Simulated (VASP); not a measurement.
**BaF₂ (strained fluorite): a PBE single-point calculation in VASP**

INCAR

```
ISMEAR = -1
PREC = Accurate
LCHARG = .TRUE.
NELM = 120
NSW = 0
LASPH = .TRUE.
IBRION = -1
SIGMA = 0.02
ENCUT = 520
ISIF = 2
EDIFF = 1E-7
GGA = PE
LWAVE = .FALSE.
LREAL = .FALSE.
NBANDS = 19
LELF = .TRUE.
```

KPOINTS

```
KPOINTS created by Atomic Simulation Environment
0
Gamma
8 8 8
0 0 0
```

KPOINTS_OPT

```
special points
7
Reciprocal
0.0000000000 0.0000000000 0.0000000000 1
0.5000000000 0.0000000000 0.5000000000 1
0.6250000000 0.2500000000 0.6250000000 1
0.3750000000 0.3750000000 0.7500000000 1
0.5000000000 0.5000000000 0.5000000000 1
0.5000000000 0.2500000000 0.7500000000 1
0.0000000000 0.2187500000 -0.2187500000 1
```

POSCAR

```
Ba F
 1.0000000000000000
     0.0000000000000000    3.1900786851000000    3.1900786851000000
     3.1900786851000000    0.0000000000000000    3.1900786851000000
     3.1900786851000000    3.1900786851000000    0.0000000000000000
 Ba  F
   1   2
Cartesian
  0.0000000000000000  0.0000000000000000  0.0000000000000000
  1.5950393425500000  1.5950393425500000  1.5950393425500000
  4.7851180276500003  4.7851180276500003  4.7851180276500003
```

VASP ran with the recommended PBE PAW datasets (24 valence electrons in the cell).

Command

```
mpirun -np 1 vasp_std
```

OSZICAR

```
N       E                     dE             d eps       ncg     rms          rms(c)
DAV:   1     0.148044377086E+03    0.14804E+03   -0.12808E+04  1102   0.116E+03
DAV:   2    -0.113813675069E+02   -0.15943E+03   -0.15450E+03  1407   0.259E+02
DAV:   3    -0.187947817447E+02   -0.74134E+01   -0.73835E+01  1329   0.570E+01
DAV:   4    -0.189309097029E+02   -0.13613E+00   -0.13585E+00  1436   0.698E+00
DAV:   5    -0.189346321518E+02   -0.37224E-02   -0.37216E-02  1262   0.887E-01    0.829E+00
DAV:   6    -0.171023117210E+02    0.18323E+01   -0.81013E+00  1156   0.202E+01    0.386E+00
DAV:   7    -0.170845085169E+02    0.17803E-01   -0.23919E-01  1209   0.382E+00    0.199E+00
DAV:   8    -0.171013804817E+02   -0.16872E-01   -0.66031E-02  1160   0.271E+00    0.263E-01
DAV:   9    -0.171082383544E+02   -0.68579E-02   -0.78851E-03  1210   0.609E-01    0.139E-01
DAV:  10    -0.171115569653E+02   -0.33186E-02   -0.30673E-03  1138   0.348E-01    0.331E-02
DAV:  11    -0.171115521756E+02    0.47898E-05   -0.67790E-05  1271   0.628E-02    0.157E-02
DAV:  12    -0.171115826959E+02   -0.30520E-04   -0.35323E-05  1160   0.406E-02    0.359E-03
DAV:  13    -0.171115829689E+02   -0.27305E-06   -0.64435E-07  1326   0.548E-03    0.242E-03
DAV:  14    -0.171115837709E+02   -0.80202E-06   -0.92481E-07  1147   0.762E-03    0.127E-03
DAV:  15    -0.171115837008E+02    0.70129E-07   -0.35157E-08   967   0.147E-03
   1 F= -.17111584E+02 E0= -.17111584E+02  d E =-.692331E-12
       N       E                     dE             ncg
DAV:   1     0.495404602738E+03   -0.46242E+04      266
DAV:   2    -0.553406879227E+03   -0.10488E+04      358
DAV:   3    -0.610515589845E+03   -0.57109E+02      326
DAV:   4    -0.611877750971E+03   -0.13622E+01      357
DAV:   5    -0.611899625348E+03   -0.21874E-01      315
DAV:   6    -0.611900261878E+03   -0.63653E-03      347
DAV:   7    -0.611900284058E+03   -0.22180E-04      309
DAV:   8    -0.611900285009E+03   -0.95118E-06      256
DAV:   9    -0.611900285052E+03   -0.42613E-07      211
```

From OUTCAR

```
k-points           NKPTS =     29   k-points in BZ     NKDIM =     29   number of bands    NBANDS=     19

   NELECT =      24.0000    total number of electrons

   dimension x,y,z NGX =    36 NGY =   36 NGZ =   36
   dimension x,y,z NGXF=    72 NGYF=   72 NGZF=   72

  energy-cutoff  :      520.00
  volume of cell :       64.93
      direct lattice vectors                 reciprocal lattice vectors
     0.000000000  3.190078685  3.190078685    -0.156735946  0.156735946  0.156735946
     3.190078685  0.000000000  3.190078685     0.156735946 -0.156735946  0.156735946
     3.190078685  3.190078685  0.000000000     0.156735946  0.156735946 -0.156735946

 k-points in reciprocal lattice and weights: KPOINTS created by Atomic Simulation Env
   0.00000000  0.00000000  0.00000000       0.002
   0.12500000  0.00000000  0.00000000       0.016
   0.25000000  0.00000000  0.00000000       0.016
   0.37500000  0.00000000  0.00000000       0.016
   0.50000000  0.00000000  0.00000000       0.008
   0.12500000  0.12500000  0.00000000       0.012
   0.25000000  0.12500000  0.00000000       0.047
   0.37500000  0.12500000  0.00000000       0.047
   ...

 E-fermi :  -1.8714

 k-point     1 :       0.0000    0.0000    0.0000
  band No.  band energies     occupation
      1     -25.7601      2.00000
      2     -21.2388      2.00000
      3     -21.2043      2.00000
      4     -10.6899      2.00000
      5     -10.6899      2.00000
      6     -10.6899      2.00000
      7      -3.6457      2.00000
      8      -3.6457      2.00000
      9      -3.6457      2.00000
     10      -2.4332      2.00000
     11      -2.4332      2.00000
     12      -2.4332      2.00000
     13       3.9965      0.00000
     14       6.4565      0.00000
     15       6.4565      0.00000
     16       8.3195      0.00000
     17       8.3195      0.00000
     18       8.3195      0.00000
     19      12.4752      0.00000

 k-point     2 :       0.1250    0.0000    0.0000
  band No.  band energies     occupation
      1     -25.7425      2.00000
      2     -21.2603      2.00000
      3     -21.2150      2.00000
      4     -10.7101      2.00000
      5     -10.7066      2.00000
      6     -10.7066      2.00000
      7      -3.5900      2.00000
      8      -3.5900      2.00000
      9      -3.5145      2.00000
     10      -2.5321      2.00000
     11      -2.4560      2.00000
     12      -2.4560      2.00000
     13       4.3255      0.00000
     14       6.4444      0.00000
     15       6.4444      0.00000
     16       8.1494      0.00000
     17       8.3366      0.00000
     18       8.3366      0.00000
     19      11.8100      0.00000

 k-point     3 :       0.2500    0.0000    0.0000
  band No.  band energies     occupation
      1     -25.6991      2.00000
      2     -21.3125      2.00000
      3     -21.2436      2.00000
      4     -10.7552      2.00000
      5     -10.7460      2.00000
      6     -10.7460      2.00000
      7      -3.4585      2.00000
      8      -3.4585      2.00000
      9      -3.1938      2.00000
     10      -2.7366      2.00000
     11      -2.5060      2.00000
     12      -2.5060      2.00000
     13       5.0982      0.00000
     14       6.4265      0.00000
     15       6.4265      0.00000
     16       7.7802      0.00000
     17       8.3958      0.00000
     18       8.3958      0.00000
     19      10.7807      0.00000

 k-point     4 :       0.3750    0.0000    0.0000
  band No.  band energies     occupation
      1     -25.6545      2.00000
      2     -21.3663      2.00000
      3     -21.2718      2.00000
      4     -10.7958      2.00000
      5     -10.7844      2.00000
      6     -10.7844      2.00000
      7      -3.3341      2.00000
      8      -3.3341      2.00000
      9      -2.9057      2.00000
     10      -2.8640      2.00000
     11      -2.5457      2.00000
     12      -2.5457      2.00000
     13       5.8429      0.00000
     14       6.4222      0.00000
     15       6.4222      0.00000
     16       7.3584      0.00000
     17       8.4866      0.00000
     18       8.4866      0.00000
     19      10.3986      0.00000

 k-point     5 :       0.5000    0.0000    0.0000
  band No.  band energies     occupation
      1     -25.6357      2.00000
      2     -21.3889      2.00000
      3     -21.2833      2.00000
      4     -10.8114      2.00000
      5     -10.8000      2.00000
      6     -10.8000      2.00000
      7      -3.2861      2.00000
      8      -3.2861      2.00000
      9      -2.9641      2.00000
     10      -2.7276      2.00000
     11      -2.5576      2.00000
     12      -2.5576      2.00000
     13       6.2017      0.00000
     14       6.4239      0.00000
     15       6.4239      0.00000
     16       7.0428      0.00000
     17       8.5365      0.00000
     18       8.5365      0.00000
     19      10.5711      0.00000

 k-point     6 :       0.1250    0.1250    0.0000
  band No.  band energies     occupation
      1     -25.7366      2.00000
      2     -21.2681      2.00000
      3     -21.2181      2.00000
      4     -10.7318      2.00000
      5     -10.7318      2.00000
      6     -10.6771      2.00000
      7      -3.5575      2.00000
      8      -3.5575      2.00000
      9      -3.4919      2.00000
     10      -2.6562      2.00000
     11      -2.4199      2.00000
     12      -2.4199      2.00000
     13       4.4335      0.00000
     14       6.2847      0.00000
     15       6.6037      0.00000
     16       8.0116      0.00000
     17       8.3783      0.00000
     18       8.3783      0.00000
     19      12.3906      0.00000

 k-point     7 :       0.2500    0.1250    0.0000
  band No.  band energies     occupation
      1     -25.7018      2.00000
      2     -21.3093      2.00000
      3     -21.2417      2.00000
      4     -10.7786      2.00000
      5     -10.7771      2.00000
      6     -10.6851      2.00000
      7      -3.4404      2.00000
      8      -3.4384      2.00000
      9      -3.2384      2.00000
     10      -2.8695      2.00000
     11      -2.4534      2.00000
     12      -2.4344      2.00000
     13       5.0186      0.00000
     14       6.2113      0.00000
     15       6.6992      0.00000
     16       7.6609      0.00000
     17       8.4436      0.00000
     18       8.4567      0.00000
     19      11.4032      0.00000

 k-point     8 :       0.3750    0.1250    0.0000
  band No.  band energies     occupation
      1     -25.6573      2.00000
      2     -21.3574      2.00000
      3     -21.2758      2.00000
      4     -10.8194      2.00000
      5     -10.8152      2.00000
      6     -10.7249      2.00000
      7      -3.3043      2.00000
      8      -3.3002      2.00000
      9      -3.0303      2.00000
     10      -2.9105      2.00000
     11      -2.5134      2.00000
     12      -2.4862      2.00000
     13       5.5348      0.00000
     14       6.3660      0.00000
     15       6.6775      0.00000
     16       7.3876      0.00000
     17       8.5531      0.00000
     18       8.5941      0.00000
     19      10.6424      0.00000

 k-point     9 :       0.5000    0.1250    0.0000
  band No.  band energies     occupation
      1     -25.6296      2.00000
      2     -21.3852      2.00000
      3     -21.2988      2.00000
      4     -10.8324      2.00000
      5     -10.8247      2.00000
      6     -10.7720      2.00000
      7      -3.2348      2.00000
      8      -3.2206      2.00000
      9      -3.0829      2.00000
     10      -2.7070      2.00000
     11      -2.5586      2.00000
     12      -2.5175      2.00000
     13       5.7892      0.00000
     14       6.3710      0.00000
     15       6.5661      0.00000
     16       7.4068      0.00000
     17       8.5720      0.00000
     18       8.7837      0.00000
     19      10.5501      0.00000

 k-point    10 :      -0.3750    0.1250    0.0000
  band No.  band energies     occupation
      1     -25.6359      2.00000
      2     -21.3767      2.00000
      3     -21.2959      2.00000
      4     -10.8130      2.00000
      5     -10.8007      2.00000
      6     -10.8000      2.00000
      7      -3.2576      2.00000
      8      -3.2310      2.00000
      9      -3.0474      2.00000
     10      -2.7544      2.00000
     11      -2.6175      2.00000
     12      -2.4654      2.00000
     13       5.8157      0.00000
     14       6.4112      0.00000
     15       6.4248      0.00000
     16       7.4317      0.00000
     17       8.4807      0.00000
     18       8.8325      0.00000
     19      10.5493      0.00000

 ...

  Total       -0.9040224     -0.9040224     -0.9040224      0.0000000     -0.0000000      0.0000000
  in kB      -22.3077406    -22.3077406    -22.3077406      0.0000000     -0.0000000      0.0000000
  external PRESSURE =     -22.3077406 kB  Pullay stress =       0.0000000 kB

 POSITION                                       TOTAL-FORCE (eV/Angst)
 -----------------------------------------------------------------------------------
      0.00000      0.00000      0.00000        -0.000000     -0.000000     -0.000000
      1.59504      1.59504      1.59504        -0.000000      0.000000     -0.000000
      4.78512      4.78512      4.78512         0.000000      0.000000      0.000000
 -----------------------------------------------------------------------------------
    total drift:                                0.000000      0.000000      0.000000

  FREE ENERGIE OF THE ION-ELECTRON SYSTEM (eV)
  ---------------------------------------------------
  free  energy   TOTEN  =       -17.1115837008 eV

  energy  without entropy=      -17.1115837008  energy(sigma->0) =      -17.11158370
```

- gap between bands v and c: 6.38 eV
- least direct gap: 6.43 eV
- pressure: -2.2 GPa

Band v is the last that the valence electrons fill when counted band by band, and c is the next.

The run took about 36 s on one core of a shared host (Intel Xeon Platinum 8488C) and held 0.22 GiB at most.
